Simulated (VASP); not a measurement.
**HgTe in VASP 6.6.1, single-point calculation**

INCAR

```
LDAUJ = 0 0
LCHARG = .FALSE.
LMAXMIX = 4
LDAU = .TRUE.
ISMEAR = 0
SIGMA = 0.3
EDIFF = 1E-7
IBRION = -1
LDAUTYPE = 2
LDAUL = 2 -1
NELM = 99
ISIF = 2
NBANDS = 16
NSW = 0
LASPH = .TRUE.
ENCUT = 520
LWAVE = .FALSE.
PREC = Accurate
GGA = PE
LREAL = .FALSE.
LDAUU = 5.0 0
```

KPOINTS

```
KPOINTS created by Atomic Simulation Environment
0
Monkhorst-Pack
6 6 6
0 0 0
```

POSCAR

```
Hg Te
 1.0000000000000000
     0.0000000000000000    3.4207242017000001    3.4207242017000001
     3.4207242017000001    0.0000000000000000    3.4207242017000001
     3.4207242017000001    3.4207242017000001    0.0000000000000000
 Hg  Te
   1   1
Cartesian
  0.0000000000000000  0.0000000000000000  0.0000000000000000
  1.7103621008500001  1.7103621008500001  1.7103621008500001
```

The recommended PBE PAW datasets give the neutral cell 18 valence electrons.

Command

```
mpirun -np 1 vasp_std
```

Question: Predict the outcome of this run.

Answer: It converged. Results: gap between bands v and c on the k mesh 0.43 eV; least direct gap on the k mesh 0.43 eV; pressure -2.3 GPa. Band v is the last that the valence electrons fill when counted band by band, and c is the next.

OSZICAR

```
N       E                     dE             d eps       ncg     rms          rms(c)
DAV:   1     0.102219471143E+03    0.10222E+03   -0.79238E+03   912   0.944E+02
DAV:   2     0.124016048446E+01   -0.10098E+03   -0.96773E+02  1096   0.213E+02
DAV:   3    -0.266454529170E+01   -0.39047E+01   -0.38990E+01  1048   0.459E+01
DAV:   4    -0.270356769912E+01   -0.39022E-01   -0.39021E-01  1392   0.419E+00
DAV:   5    -0.270366390617E+01   -0.96207E-04   -0.96206E-04  1080   0.192E-01    0.675E+00
DAV:   6    -0.256516292090E+01    0.13850E+00   -0.36009E-01  1064   0.630E+00    0.444E+00
DAV:   7    -0.257817610579E+01   -0.13013E-01   -0.85595E-02   984   0.194E+00    0.153E+00
DAV:   8    -0.258165785013E+01   -0.34817E-02   -0.11797E-02  1016   0.115E+00    0.521E-01
DAV:   9    -0.258246383868E+01   -0.80599E-03   -0.10866E-03  1024   0.308E-01    0.121E-01
DAV:  10    -0.258249344995E+01   -0.29611E-04   -0.13645E-04  1152   0.129E-01    0.604E-02
DAV:  11    -0.258251610381E+01   -0.22654E-04   -0.39729E-05   992   0.504E-02    0.313E-02
DAV:  12    -0.258251658671E+01   -0.48290E-06   -0.15699E-06  1208   0.751E-03    0.103E-02
DAV:  13    -0.258251702759E+01   -0.44088E-06   -0.22669E-06   984   0.858E-03    0.187E-02
DAV:  14    -0.258251690402E+01    0.12357E-06   -0.40066E-07  1240   0.404E-03    0.451E-03
DAV:  15    -0.258251698896E+01   -0.84941E-07   -0.41476E-08   728   0.100E-03
   1 F= -.25825170E+01 E0= -.25806851E+01  d E =-.366373E-02
```

The shifted mesh misses Γ, so a band edge there is missed.

For comparison, a separate PBE run of the intended cell, on usual settings and not on those above, gives a gap of 0.00 eV on its mesh and a pressure of -2.3 GPa.
